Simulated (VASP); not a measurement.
Runs of VASP 6.6.1 on ZnS (Wurtzite-2H). Symmetry: P6_3mc, No. 186, hexagonal system. Conventional cell: a = 3.811 Å, b = 3.811 Å, c = 6.234 Å, α = 90.00°, β = 90.00°, γ = 120.00°. Zn (site symmetry 3m) has 4 S at 2.31 to 2.40 Å as nearest neighbours. S (site symmetry 3m) has 4 Zn at 2.31 to 2.40 Å as nearest neighbours. 

| task | level | potentials or basis | cell | cutoff (eV) | smearing | gap on the mesh (eV) | pressure (GPa) | largest force (eV/Å) |
| --- | --- | --- | --- | --- | --- | --- | --- | --- |
| band structure | LDA | VASP PAW LDA potentials, release 64 (Zn, S) | as given | 520 | fermi-dirac 0.05 eV | 2.02 | -3.7 | (c) |
| single point | PBE | VASP PAW PBE potentials, release 64 (Zn, S) | as given | 520 | gaussian 0.015 eV | 2.25 | 2.5 | 0.32 |
| band structure | LAK | VASP PAW PBE potentials, release 64 (Zn, S) | as given | 520 | fermi-dirac 0.05 eV | 3.32 | (a) | (b) |
| single point | PBE | VASP PAW PBE potentials, release 64 (Zn, S) | as given | 520 | gaussian 0.023 eV | 2.25 | 2.5 | 0.32 |
| single point | PBE | VASP PAW PBE potentials, release 64 (Zn, S) | as given | 520 | gaussian 0.024 eV | 2.25 | 2.5 | 0.32 |
| single point | PBE | VASP PAW PBE potentials, release 64 (Zn, S) | as given | 520 | gaussian 0.012 eV | 2.25 | 2.2 | 0.32 |
| relaxation of cell and atoms | LDA | VASP PAW LDA potentials, release 64 (Zn, S) | relaxed | 600 | fermi-dirac 0.05 eV | 2.21 | 0.0 | - |
| single point | PBE | VASP PAW PBE potentials, release 64 (Zn, S) | as given | 520 | gaussian 0.011 eV | 2.25 | 2.5 | 0.32 |

Alike in all rows: no spin polarisation; k mesh 8 × 8 × 5.

Q: Fill in the values left out.

A: (a) 3.5; (b) 0.33; (c) 0.30.

Caveats: the PAW data sets were made with another functional, which shifts forces and pressure a little (some runs).

